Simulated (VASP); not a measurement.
# SnTe (Fm-3m) in VASP: band structure with PBE

Aim: the band structure of SnTe with PBE.

Program: VASP 6.6.1. These are calculated values, not measurements. Logs are shortened: lines on timing, memory, paths and dates and some standing lists are left out, and cuts for length are marked.

**What was measured.**

From a printed reference work, textbook, for a bulk crystal of SnTe at 300 K: band gap 0.18 eV (direct).

The runs below are set against these values where they give the same quantity.

## 1. Starting point

It takes space group Fm-3m (No. 225, cubic). The conventional cell has a = 6.302 Å, b = 6.302 Å, c = 6.302 Å, α = 90.00°, β = 90.00°, γ = 90.00°. Sn (site symmetry m-3m) has 6 Te at 3.15 Å as nearest neighbours. Te (site symmetry m-3m) has 6 Sn at 3.15 Å as nearest neighbours.

## 2. Band structure, PBE

Contents of POSCAR:

```
SnTe
1.0
    0.0000000000      3.1508500000      3.1508500000
    3.1508500000      0.0000000000      3.1508500000
    3.1508500000      3.1508500000      0.0000000000
Sn Te
1 1
Direct
    0.0000000000      0.0000000000      0.0000000000
    0.5000000000      0.5000000000      0.5000000000
```

Contents of INCAR.step1:

```
  PREC = Accurate
  ENCUT = 520
  EDIFF = 1E-7
  ISMEAR = 0
  SIGMA = 0.02
  LREAL = F
  LASPH = T
  NELM = 60
  ALGO = Fast
  ISIF = 2
  LWAVE = F
  LCHARG = T
  GGA = PE
  NBANDS = 17
```

Contents of KPOINTS.step1:

```
regular mesh
0
Gamma
  8 8 8
```

Contents of INCAR.step2:

```
  PREC = Accurate
  ENCUT = 520
  EDIFF = 1E-7
  ISMEAR = 0
  SIGMA = 0.05
  LREAL = F
  LASPH = T
  NELM = 60
  ALGO = Fast
  ISIF = 2
  LWAVE = F
  LCHARG = F
  GGA = PE
  NBANDS = 17
  ICHARG = 11
```

Contents of KPOINTS.step2:

```
path GXWKGLUWLK,UX
20
line-mode
reciprocal
 0.0000000000  0.0000000000  0.0000000000  G
 0.5000000000  0.0000000000  0.5000000000  X

 0.5000000000  0.0000000000  0.5000000000  X
 0.5000000000  0.2500000000  0.7500000000  W

 0.5000000000  0.2500000000  0.7500000000  W
 0.3750000000  0.3750000000  0.7500000000  K

 0.3750000000  0.3750000000  0.7500000000  K
 0.0000000000  0.0000000000  0.0000000000  G

 0.0000000000  0.0000000000  0.0000000000  G
 0.5000000000  0.5000000000  0.5000000000  L

 0.5000000000  0.5000000000  0.5000000000  L
 0.6250000000  0.2500000000  0.6250000000  U

 0.6250000000  0.2500000000  0.6250000000  U
 0.5000000000  0.2500000000  0.7500000000  W

 0.5000000000  0.2500000000  0.7500000000  W
 0.5000000000  0.5000000000  0.5000000000  L

 0.5000000000  0.5000000000  0.5000000000  L
 0.3750000000  0.3750000000  0.7500000000  K

 0.6250000000  0.2500000000  0.6250000000  U
 0.5000000000  0.0000000000  0.5000000000  X
```

Potentials or basis: VASP PAW PBE potentials, release 64 (Sn_d, Te).

Run with:

```console
$ cat potpaw_PBE.64/Sn_d/POTCAR potpaw_PBE.64/Te/POTCAR > POTCAR
$ cp INCAR.step1 INCAR
$ cp KPOINTS.step1 KPOINTS
$ mpirun -np 1 vasp_std > vasp.out
$ cp INCAR.step2 INCAR
$ cp KPOINTS.step2 KPOINTS
$ mpirun -np 1 vasp_std > vasp.out
```

OUTCAR:

```text
PREC = Accurate
   ENCUT = 520
   EDIFF = 1E-7
   ISMEAR = 0
   LREAL = F
   LASPH = T
   NELM = 60
   ISIF = 2
   GGA = PE
   ICHARG = 11

 ion  position               nearest neighbor table
   1  0.000  0.000  0.000-   2 3.15   2 3.15   2 3.15   2 3.15   2 3.15   2 3.15
   2  0.500  0.500  0.500-   1 3.15   1 3.15   1 3.15   1 3.15   1 3.15   1 3.15

  LATTYP: Found a face centered cubic cell.
 ALAT       =     6.3017000000

  Lattice vectors:

 A1 = (   0.0000000000,   3.1508500000,   3.1508500000)
 A2 = (   3.1508500000,   0.0000000000,   3.1508500000)
 A3 = (   3.1508500000,   3.1508500000,   0.0000000000)

Analysis of symmetry for initial positions (statically):
=====================================================================
 Subroutine PRICEL returns:
 Original cell was already a primitive cell.

 Routine SETGRP: Setting up the symmetry group for a
 face centered cubic supercell.

 Subroutine GETGRP returns: Found 48 space group operations
 (whereof 48 operations were pure point group operations)
 out of a pool of 48 trial point group operations.

The static configuration has the point symmetry O_h .

Analysis of symmetry for dynamics (positions and initial velocities):
=====================================================================
 Subroutine PRICEL returns:
 Original cell was already a primitive cell.

 Routine SETGRP: Setting up the symmetry group for a
 face centered cubic supercell.

 Subroutine GETGRP returns: Found 48 space group operations
 (whereof 48 operations were pure point group operations)
 out of a pool of 48 trial point group operations.

The dynamic configuration has the point symmetry O_h .

 Subroutine INISYM returns: Found 48 space group operations
 (whereof 48 operations are pure point group operations),
 and found     1 'primitive' translations

----------------------------------------------------------------------------------------

                                     Primitive cell

  volume of cell :      62.5624

  direct lattice vectors                    reciprocal lattice vectors
     0.000000000  3.150850000  3.150850000    -0.158687338  0.158687338  0.158687338
     3.150850000  0.000000000  3.150850000     0.158687338 -0.158687338  0.158687338
     3.150850000  3.150850000  0.000000000     0.158687338  0.158687338 -0.158687338

  length of vectors
     4.455974803  4.455974803  4.455974803     0.274854533  0.274854533  0.274854533

  position of ions in fractional coordinates (direct lattice)
[... 74 lines left out ...]
   LREAL  =      F    real-space projection
   EDIFFG = 0.1E-05   stopping-criterion for IOM
   NSW    =      0    number of steps for IOM
   IBRION =     -1    ionic relax: 0-MD 1-quasi-New 2-CG
   NFREE  =      0    steps in history (QN), initial steepest desc. (CG)
   ISIF   =      2    stress and relaxation
   ISYM   =      2    0-nonsym 1-usesym 2-fastsym
   POTIM  = 0.5000    time-step for ionic-motion
   TEBEG  =    0.0;   TEEND  =   0.0 temperature during run
   PSTRESS=    0.0 pullay stress
   NELECT =      20.0000    total number of electrons
   NUPDOWN=      -1.0000    fix difference up-down
   EMIN   =  10.00;   EMAX   =-10.00  energy-range for DOS
   EFERMI =   0.00;   METHOD = LEGACY
   ISMEAR =     0;   SIGMA  =   0.05  broadening in eV -4-tet -1-fermi 0-gaus
   EFERMI_NEDOS =   21; number of points for ismear=-14 and -15
   IALGO  =     68    algorithm
   IMIX   =      4    mixing-type and parameters
     AMIX     =   0.40;   BMIX     =  1.00
     AMIX_MAG =   1.60;   BMIX_MAG =  1.00
  volume/ion in A,a.u.               =      31.28       211.10
  Fermi-wavevector in a.u.,A,eV,Ry     =   1.119387  2.115336 17.048485  1.253028
  Thomas-Fermi vector in A             =   2.256026
   LORBIT       =      0    0 simple, 1 ext, 2 COOP (PROOUT), +10 PAW based schemes
   GGA     = PE    functional components
   LHFCALC =     F    Hartree Fock is set to
   AEXX    =    0.0000 exact exchange contribution
   IVDW    =     0    specifies the selected vdW correction
   LEPSILON=     F    determine dielectric tensor
   LRPA    =     F    only Hartree local field effects (RPA)
 non-spin polarized calculation
 RMM-DIIS sequential band-by-band and
 Gauss-broadening in eV      SIGMA  =   0.05
  energy-cutoff  :      520.00
  volume of cell :       62.56
 maximum number of plane-waves:      1708
 NGX is ok and might be reduce to    36

 number of electron      19.9999998 magnetization

 Free energy of the ion-electron system (eV)
  ---------------------------------------------------
  ext. energy  EPLUGINS =         0.00000000
  ---------------------------------------------------
  free energy    TOTEN  =        -8.48939005 eV

  energy without entropy =       -8.48847488  energy(sigma->0) =       -8.48893246

 E-fermi :   6.9921     XC(G=0):  -9.4956

 val. band max:        6.9687366558   @ k =   0.5000   0.5000   0.5000
 cond. band min:       7.0061647746   @ k =   0.5066   0.4868   0.5066
 fundamental gap:      0.0374281189
 Fermi energy:         6.9920543639

 k-point     1 :       0.0000    0.0000    0.0000
  band No.  band energies     occupation
      1     -14.9526      2.00000
      2     -14.9526      2.00000
      3     -14.9443      2.00000
      4     -14.9443      2.00000
      5     -14.9443      2.00000
      6      -5.8469      2.00000
[... 457 lines left out ...]
      4     -14.9337      2.00000
      5     -14.9335      2.00000
      6      -4.2579      2.00000
[... 9 lines left out ...]
     16      16.9555      0.00000
     17      18.0629      0.00000

 [... further k-points ...]

------------------------ aborting loop because EDIFF is reached ----------------------------------------

  FORCE on cell =-STRESS in cart. coord.  units (eV):
  Direction    XX          YY          ZZ          XY          YZ          ZX
  --------------------------------------------------------------------------------------
  -------------------------------------------------------------------------------------
  Total       -0.2344505     -0.2344505     -0.2344505      0.0000000      0.0000000      0.0000000
  in kB       -6.0041098     -6.0041098     -6.0041098      0.0000000      0.0000000      0.0000000
  external PRESSURE =      -6.0041098 kB  Pullay stress =       0.0000000 kB

 VOLUME and BASIS-vectors are now :
 -----------------------------------------------------------------------------
  energy-cutoff  :      520.00
  volume of cell :       62.56
      direct lattice vectors                 reciprocal lattice vectors
     0.000000000  3.150850000  3.150850000    -0.158687338  0.158687338  0.158687338
     3.150850000  0.000000000  3.150850000     0.158687338 -0.158687338  0.158687338
     3.150850000  3.150850000  0.000000000     0.158687338  0.158687338 -0.158687338

 POSITION                                       TOTAL-FORCE (eV/Angst)
 -----------------------------------------------------------------------------------
      0.00000      0.00000      0.00000         0.000000     -0.000000     -0.000000
      3.15085      3.15085      3.15085        -0.000000      0.000000      0.000000
 -----------------------------------------------------------------------------------
    total drift:                               -0.000000      0.000000      0.000000

  FREE ENERGIE OF THE ION-ELECTRON SYSTEM (eV)
  ---------------------------------------------------
  free  energy   TOTEN  =        -8.4893900460 eV

  energy  without entropy=       -8.4884748801  energy(sigma->0) =       -8.48893246
```

OSZICAR.step1:

```text
N       E                     dE             d eps       ncg     rms          rms(c)
DAV:   1     0.123413492467E+03    0.12341E+03   -0.93781E+03   989   0.130E+03
DAV:   2     0.339654922271E+01   -0.12002E+03   -0.11726E+03  1051   0.331E+02
DAV:   3    -0.727877910882E+01   -0.10675E+02   -0.10602E+02  1231   0.873E+01
DAV:   4    -0.757906013278E+01   -0.30028E+00   -0.30005E+00  1154   0.152E+01
DAV:   5    -0.759120324604E+01   -0.12143E-01   -0.12143E-01  1420   0.302E+00    0.477E+00
RMM:   6    -0.753989035095E+01    0.51313E-01   -0.61977E-02  1216   0.159E+00    0.291E+00
RMM:   7    -0.754117419163E+01   -0.12838E-02   -0.32670E-02  1171   0.839E-01    0.744E-01
RMM:   8    -0.754090086531E+01    0.27333E-03   -0.40786E-03  1264   0.717E-01    0.658E-02
RMM:   9    -0.754097056267E+01   -0.69697E-04   -0.93414E-04  1418   0.275E-01    0.426E-02
RMM:  10    -0.754099558314E+01   -0.25020E-04   -0.22246E-04  1502   0.140E-01    0.304E-02
RMM:  11    -0.754100347486E+01   -0.78917E-05   -0.36609E-05  1428   0.546E-02    0.102E-02
RMM:  12    -0.754100306560E+01    0.40926E-06   -0.72109E-06  1496   0.222E-02    0.852E-04
RMM:  13    -0.754100305274E+01    0.12858E-07   -0.15176E-06  1427   0.972E-03    0.157E-03
RMM:  14    -0.754100305745E+01   -0.47071E-08   -0.25313E-07  1018   0.388E-03
   1 F= -.75410031E+01 E0= -.75410028E+01  d E =-.547594E-06
```

Run time: 3.8 min. Hardware: 1 thread of Intel Xeon Platinum 8488C (Sapphire Rapids), shared host; peak memory 0.35 GiB.

What came out:

| Quantity | Value |
| --- | --- |
| Band gap on the k mesh | 0.10 eV, direct |
| Band gap along the path | 0.04 eV, indirect (least direct gap 0.10 eV) |

Levels at the corners of the path, in eV from the valence-band top:
| point | band 7 | band 8 | band 9 | band 10 | band 11 | band 12 | band 13 | band 14 |
| --- | --- | --- | --- | --- | --- | --- | --- | --- |
| Γ | -4.69 | -2.16 | -2.16 | -2.16 | 3.34 | 3.34 | 3.34 | 4.74 |
| X | -6.48 | -5.59 | -3.76 | -3.76 | 2.16 | 4.92 | 4.92 | 6.38 |
| X | -6.48 | -5.59 | -3.76 | -3.76 | 2.16 | 4.92 | 4.92 | 6.38 |
| W | -7.39 | -4.84 | -4.84 | -0.83 | 0.84 | 4.61 | 4.61 | 6.06 |
| W | -7.39 | -4.84 | -4.84 | -0.83 | 0.84 | 4.61 | 4.61 | 6.06 |
| K | -7.44 | -5.19 | -3.26 | -2.72 | 3.01 | 3.07 | 4.18 | 5.55 |
| K | -7.44 | -5.19 | -3.26 | -2.72 | 3.01 | 3.07 | 4.18 | 5.55 |
| Γ | -4.69 | -2.16 | -2.16 | -2.16 | 3.34 | 3.34 | 3.34 | 4.74 |
| Γ | -4.69 | -2.16 | -2.16 | -2.16 | 3.34 | 3.34 | 3.34 | 4.74 |
| L | -8.35 | -1.82 | -1.82 | 0.00 | 0.10 | 0.35 | 0.35 | 7.77 |
| L | -8.35 | -1.82 | -1.82 | 0.00 | 0.10 | 0.35 | 0.35 | 7.77 |
| U | -7.44 | -5.19 | -3.26 | -2.72 | 3.01 | 3.07 | 4.18 | 5.55 |
| U | -7.44 | -5.19 | -3.26 | -2.72 | 3.01 | 3.07 | 4.18 | 5.55 |
| W | -7.39 | -4.84 | -4.84 | -0.83 | 0.84 | 4.61 | 4.61 | 6.06 |
| W | -7.39 | -4.84 | -4.84 | -0.83 | 0.84 | 4.61 | 4.61 | 6.06 |
| L | -8.35 | -1.82 | -1.82 | 0.00 | 0.10 | 0.35 | 0.35 | 7.77 |
| L | -8.35 | -1.82 | -1.82 | 0.00 | 0.10 | 0.35 | 0.35 | 7.77 |
| K | -7.44 | -5.19 | -3.26 | -2.72 | 3.01 | 3.07 | 4.18 | 5.55 |
| U | -7.44 | -5.19 | -3.26 | -2.72 | 3.01 | 3.07 | 4.18 | 5.55 |
| X | -6.48 | -5.59 | -3.76 | -3.76 | 2.16 | 4.92 | 4.92 | 6.38 |

Caveat: the log is that of the step along the path at fixed density, whose energy, stress, charges and moments have no meaning; spin-orbit coupling is left out, which moves the levels of the heavy elements.

## 3. Comparison with measurements

Step 2. Measured direct gap of SnTe: 0.18 eV (direct; 300 K; a printed reference work, textbook). This calculation gives 0.10 eV (-0.08 eV). Spin-orbit coupling on Sn, Te is left out. The value is that of PBE, without temperature or zero-point motion. Semilocal functionals fall short of measured gaps as a rule.
